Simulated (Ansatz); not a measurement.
Below is a relaxed structure of Ga₂O₃. The cell was found from a structure generator's guess, not taken from experiment.

Level of theory: DFT PBE, scalar-relativistic, plane waves, PAW in Ansatz. Cutoff 420 eV, Γ-centred mesh, Gaussian smearing, no spin polarisation.

```cif
data_structure
_symmetry_space_group_name_H-M 'P 1'
_symmetry_Int_Tables_number 1
_cell_length_a 3.8267
_cell_length_b 3.8267
_cell_length_c 3.8267
_cell_angle_alpha 90.000
_cell_angle_beta 90.000
_cell_angle_gamma 90.000
_cell_volume 56.04
loop_
_atom_site_label
_atom_site_type_symbol
_atom_site_fract_x
_atom_site_fract_y
_atom_site_fract_z
_atom_site_occupancy
Ga1 Ga 0.50000 0.50000 0.50000 1
Ga2 Ga 0.00000 0.00000 0.00000 1
O1 O 0.50000 0.00000 0.00000 1
O2 O 0.00000 0.50000 0.00000 1
O3 O 0.00000 0.00000 0.50000 1
```

Formation energies are uncorrected and refer to the elements' standard structures at the same level (O₂ as a molecule).

Task: Find its symmetry and describe it.

Result: Pm-3m (No. 221). Conventional cell: a = 3.827 Å. Ga on its first site has 12 O at 2.71 Å (long contacts); Ga on its second site has 6 O at 1.91 Å; around O lie 2 Ga at 1.91 Å, 4 Ga at 2.71 Å and 8 O at 2.71 Å.

Task: What is its formation energy per atom?

Result: −0.75 eV/atom.

Task: Is it a metal?

Result: Yes, bands cross the Fermi level on the 10×10×10 mesh.

The last run used a 10×10×10 mesh for its 5-atom cell and Gaussian smearing of 0.10 eV. The cell is a metal run without spin; a magnetic state may lie lower. Symmetry constrained the relaxation, so the result can be a saddle point. Another cell of Ga2O3 relaxed alike, in R-3c (a cell as deposited in COD), lies 1.05 eV/atom lower, so this cell isn't the stable form at this level.
